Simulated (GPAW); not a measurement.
A run of GPAW 26.7.0:

File run.py:

```python
from ase import Atoms
from ase.filters import FrechetCellFilter
from ase.io import write
from ase.optimize import BFGS
from ase.units import GPa
from gpaw import GPAW, PW, setup_paths

setup_paths.insert(0, '.')

atoms = Atoms(['Hf'],
              cell=[[0.0, 2.22, 2.22],
                    [2.22, 0.0, 2.22],
                    [2.22, 2.22, 0.0]],
              scaled_positions=[[0.0, 0.0, 0.0]],
              pbc=True)

calc = GPAW(mode=PW(600),
            xc='PBEsol',
            kpts={'size': (10, 10, 10), 'gamma': True},
            occupations={'name': 'fermi-dirac', 'width': 0.05},
            nbands=14,
            convergence={'density': 1e-05, 'forces': 0.0001},
            maxiter=150,
            txt='gpaw.txt')
atoms.calc = calc
opt = BFGS(FrechetCellFilter(atoms, scalar_pressure=20 * GPa), trajectory='relax.traj', logfile='-')
done = opt.run(fmax=0.02, steps=60)
calc.write('gs.gpw')
write('result.traj', atoms)
print('Converged:', done)
print('Cell:', atoms.cell.cellpar().round(4))
print('Volume:', round(atoms.get_volume(), 4))
print(atoms.get_scaled_positions().round(5))
```

Potentials or basis: PAW data sets generated in the run's folder for this functional, pw.

Launch:

```sh
$ gpaw-setup -f PBEsol Hf
$ OMP_NUM_THREADS=1 python run.py
```

Hardware: 1 thread of Intel(R) Xeon(R) Platinum 8175M CPU @ 2.50GHz (Skylake/Cascade Lake), with other jobs on the host.

Task: Estimate the wall time of this run.

Result: Wall time 75 s on 1 thread of Intel(R) Xeon(R) Platinum 8175M CPU @ 2.50GHz (Skylake/Cascade Lake), with other jobs on the host, peak memory 0.17 GiB. Counts: scf iterations 34, plane waves 745, bands 14, k points 47, ion steps 4.
